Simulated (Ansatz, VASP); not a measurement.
## One calculation of Al2Au, two programs

INCAR

```
SYSTEM = Al2Au
  PREC = Accurate
  ENCUT = 520
  EDIFF = 1E-7
  ISMEAR = 0
  SIGMA = 0.1
  LREAL = .False.
  LASPH = .True.
  NELM = 60
  ALGO = Normal
  ISIF = 2
  LWAVE = .False.
  LCHARG = .True.
  GGA = PE
  LELF = .True.
  LVHAR = .True.
  NBANDS = 16
```

Contents of KPOINTS:

```
regular mesh
0
Gamma
  12 12 12
  0 0 0
```

POSCAR

```
Al2Au
1.0
    0.0000000000      2.9685281229      2.9685281229
    2.9685281229      0.0000000000      2.9685281229
    2.9685281229      2.9685281229      0.0000000000
Al Au
2 1
Direct
    0.2500000000      0.2500000000      0.2500000000
    0.7500000000      0.7500000000      0.7500000000
    0.0000000000      0.0000000000      0.0000000000
```

Input for Ansatz:

```yaml
crystal:
  lattice:
    - [0.0, 2.9685281229, 2.9685281229]
    - [2.9685281229, 0.0, 2.9685281229]
    - [2.9685281229, 2.9685281229, 0.0]
  atoms:
    - { symbol: Al, position: [0.25, 0.25, 0.25] }
    - { symbol: Al, position: [0.75, 0.75, 0.75] }
    - { symbol: Au, position: [0.0, 0.0, 0.0] }
basis:
  ecutwfc: 420
kpoints:
  mp_grid: { grid: [12, 12, 12] }
hamiltonian:
  xc: pbe
scf:
  occupations: { method: gaussian, width: 0.1 }
output:
  forces: true
  stress: true
  eigenvalues: true
```

Alike in both runs: task single point; functional PBE; k mesh 12 × 12 × 12; occupations gaussian, width 0.1 eV; no spin polarisation.

```csv
,VASP,Ansatz
version,VASP 6.6.1,Ansatz 0.2.0
potentials or method,"VASP PAW PBE potentials, release 64 (Al, Au)","scalar-relativistic, plane waves, PAW"
plane-wave cutoff (eV),520,420
valence electrons in the cell,17,25
```

VASP gave:

* gap on the k mesh at the Fermi level (eV): none
* pressure (GPa): 7.2

Task: Which values does Ansatz return?

Result: gap on the k mesh at the Fermi level (eV): none; pressure (GPa): 7.5.

A gap of «none» marks a metal or a gap that the smearing closes. The two sets of potentials don't hold the same shells in valence.

The runs have no spin-orbit coupling, so splittings on Au are missing.
